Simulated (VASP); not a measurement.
Pt, 1 atom in the cell. It takes space group Im-3m (No. 229, cubic). Conventional cell: a = 3.032 Å, b = 3.032 Å, c = 3.032 Å, α = 90.00°, β = 90.00°, γ = 90.00°. Pt (site symmetry m-3m) is surrounded by 8 Pt at 2.63 Å. This isn't the form of Pt at room conditions, which is fcc.

| Item | Value |
| --- | --- |
| Program | VASP 6.6.1 |
| Task | single point |
| Functional | PBE |
| Potentials or basis | VASP PAW PBE potentials, release 64 (Pt) |
| Cutoff | 520 eV |
| k mesh | 16 × 16 × 16 |
| Occupations | fermi-dirac, width 0.05 eV |
| Spin | collinear spin, typed start |
| Starting moments | [1.0] μB |
| Dipole correction | no |
| Further INCAR settings | ALGO = Normal; EDIFF = 1e-07; NBANDS = 15 |

Potentials or basis: VASP PAW PBE potentials, release 64 (Pt).

The run is started by

```bash
$ cat potpaw_PBE.64/Pt/POTCAR > POTCAR
$ mpirun -np 1 vasp_std > vasp.out
```

Hardware: 1 thread of Intel(R) Xeon(R) Platinum 8559C (Emerald Rapids), on a shared host.

Estimate the wall time of this run.

Run time: 32 s on 1 thread of Intel(R) Xeon(R) Platinum 8559C (Emerald Rapids) (shared host), peak memory 0.16 GiB. Counts: scf iterations 14, k points 145.
